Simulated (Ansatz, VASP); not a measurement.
CdH2O2: VASP beside Ansatz

File INCAR:

```
SYSTEM = CdH2O2
PREC = Accurate ; ENCUT = 520
EDIFF = 1E-6 ; ISMEAR = 0
SIGMA = 0.01 ; LREAL = .False.
LASPH = .True. ; NELM = 60
ALGO = Normal ; ISIF = 2
LWAVE = .False. ; LCHARG = .False.
GGA = PS ; NBANDS = 21
```

Contents of KPOINTS:

```
Automatic mesh
0
Gamma
  6 6 4
  0 0 0
```

POSCAR

```
CdH2O2
1.0
    3.4437603952      0.0000000000      0.0000000000
   -1.7218801976      2.9823839878      0.0000000000
    0.0000000000      0.0000000000      4.5481980155
Cd H O
1 2 2
Direct
    0.0000000000      0.0000000000      0.0000000000
    0.6666666667      0.3333333333      0.5509607200
    0.3333333333      0.6666666667      0.4490392800
    0.6666666667      0.3333333333      0.7593720000
    0.3333333333      0.6666666667      0.2406280000
```

Input for Ansatz:

```yaml
crystal:
  lattice:
    - [3.4437603952449387, 0.0, 0.0]
    - [-1.7218801976224694, 2.9823839877852496, 0.0]
    - [0.0, 0.0, 4.548198015538041]
  atoms:
    - { symbol: Cd, position: [0.0, 0.0, 0.0] }
    - { symbol: H, position: [0.6666666666666666, 0.3333333333333333, 0.55096072] }
    - { symbol: H, position: [0.3333333333333333, 0.6666666666666666, 0.44903928] }
    - { symbol: O, position: [0.6666666666666666, 0.3333333333333333, 0.759372] }
    - { symbol: O, position: [0.3333333333333333, 0.6666666666666666, 0.240628] }
basis:
  ecutwfc: 462.593566181796
kpoints:
  mp_grid:
    grid: [6, 6, 4]
hamiltonian:
  xc: pbesol
  pseudopotentials:
    kind: paw
scf:
  convergence:
    dr2_threshold: 1.0e-07
  occupations:
    method: fixed
output:
  stress: true
```

The cell comes from a database or a generator and needn't be the stable form of this composition.

Alike in both runs: task single point; functional PBEsol; k mesh 6 × 6 × 4; no spin polarisation.

|  | VASP | Ansatz |
| --- | --- | --- |
| version | VASP 6.6.1 | Ansatz 0.2.0 |
| potentials or method | VASP PAW PBE potentials, release 64 (Cd, H, O) | plane waves, PAW |
| plane-wave cutoff (eV) | 520 | 463 |
| occupations | gaussian, width 0.01 eV | fixed |
| valence electrons in the cell | 26 | 34 |

Ansatz gave:

```
pressure (GPa)                                  : 7.4
largest component of the traceless stress (GPa) : 5.03
```

Problem. Which values does VASP return?

Solution. Pressure (GPa): 8.5; largest component of the traceless stress (GPa): 5.61.

The two sets of potentials don't hold the same shells in valence. Ansatz warned: «stress_scf_threshold_loose».

Caveats: the PAW data sets were made with another functional, which shifts forces and pressure a little (VASP). PBEsol gaps usually lie below the measured ones, often by a third to a half. A k mesh can miss the band edges.
